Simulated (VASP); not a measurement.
Wanted: the native input for a VASP 6.6.1 run.

```yaml
Task: single point
Functional: PBE
Potentials_or_basis: VASP PAW PBE potentials, release 64 (Bi_d, Te)
Cutoff: 520 eV
k_mesh: 7 × 7 × 7
Occupations: gaussian, width 0.015 eV
Spin: no spin polarisation
Further_INCAR_settings: ALGO = Normal; EDIFF = 1e-06
```

The structure of Bi2Te3 (Tellurobismuthite) lies in POSCAR:

```
Bi2Te3
1.0
    2.1930000000      1.2661291403     10.1656666667
   -2.1930000000      1.2661291403     10.1656666667
    0.0000000000     -2.5322582807     10.1656666667
Bi Te
2 3
Direct
    0.6000000000      0.6000000000      0.6000000000
    0.4000000000      0.4000000000      0.4000000000
    0.7905000000      0.7905000000      0.7905000000
    0.2095000000      0.2095000000      0.2095000000
    0.0000000000      0.0000000000      0.0000000000
```

The input as run:

INCAR

```
SYSTEM = Bi2Te3
  PREC = Accurate
  ENCUT = 520
  EDIFF = 1E-6
  ISMEAR = 0
  SIGMA = 0.015
  LREAL = .False.
  LASPH = .True.
  NELM = 100
  ALGO = Normal
  ISIF = 2
  LWAVE = .False.
  LCHARG = .False.
  GGA = PE
```

KPOINTS

```
Automatic mesh
0
Gamma
  7 7 7
  0 0 0
```

Potentials or basis: VASP PAW PBE potentials, release 64 (Bi_d, Te).

Command:

```console
$ cat potpaw_PBE.64/Bi_d/POTCAR potpaw_PBE.64/Te/POTCAR > POTCAR
$ mpirun -np 1 vasp_std > vasp.out
```

It gave:

| Item | Value |
| --- | --- |
| Pressure | 1.9 GPa |
| Largest force | 0.029 eV/Å |
| Band gap on the k mesh | 0.28 eV, direct |

Caveat: spin-orbit coupling is left out, which as a rule narrows the gap of such compounds by several tenths of an eV; an odd mesh through Γ misses points on the zone boundary, where band edges often lie.

It took 8.5 min on 1 thread of Intel(R) Xeon(R) 6975P-C (Granite Rapids) (shared host), peak memory 0.99 GiB.
